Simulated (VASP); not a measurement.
Li: single point with BLYP

Crystal: Li.

```
CELL_PARAMETERS angstrom
4.91266 0.00000 0.00000
-2.45633 4.25449 0.00000
0.00000 0.00000 2.87458
ATOMIC_POSITIONS crystal
Li 0.00000 0.00000 0.00000
Li 0.33333 0.66667 0.50000
Li 0.66667 0.33333 0.50000
```

This isn't the form of Li at room conditions, which is bcc.

```json
{
  "Program": "VASP 6.6.1",
  "Task": "single point",
  "Functional": "BLYP",
  "Potentials or basis": "VASP PAW PBE potentials, release 64 (Li_sv)",
  "Cutoff": "520 eV",
  "k mesh": "10 × 10 × 14",
  "Occupations": "fermi-dirac, width 0.1 eV",
  "Spin": "no spin polarisation"
}
```

```json
{"Band gap on the k mesh": "none (metal or under the smearing width)"}
```

Levels at points of the mesh, in eV from the Fermi level:
| k point | band 1 | band 2 | band 3 | band 4 | band 5 | band 6 | band 7 | band 8 | band 9 |
| --- | --- | --- | --- | --- | --- | --- | --- | --- | --- |
| (0.00, 0.00, 0.00) | -47.27 | -47.25 | -47.16 | -3.55 | 2.09 | 2.09 | 2.15 | 2.15 | 5.90 |
| (0.50, 0.00, 0.00) | -47.27 | -47.26 | -47.16 | -2.04 | -2.01 | 0.08 | 3.13 | 8.07 | 8.15 |
| (0.00, 0.00, 0.50) | -47.26 | -47.24 | -47.15 | -0.52 | 0.14 | 5.38 | 5.44 | 5.44 | 6.37 |
| (0.50, 0.00, 0.50) | -47.25 | -47.25 | -47.15 | 0.60 | 0.71 | 1.99 | 3.05 | 4.01 | 5.04 |

Run time: 35 s on 1 thread of Intel(R) Xeon(R) Platinum 8559C (Emerald Rapids) (shared host), peak memory 0.2 GiB.
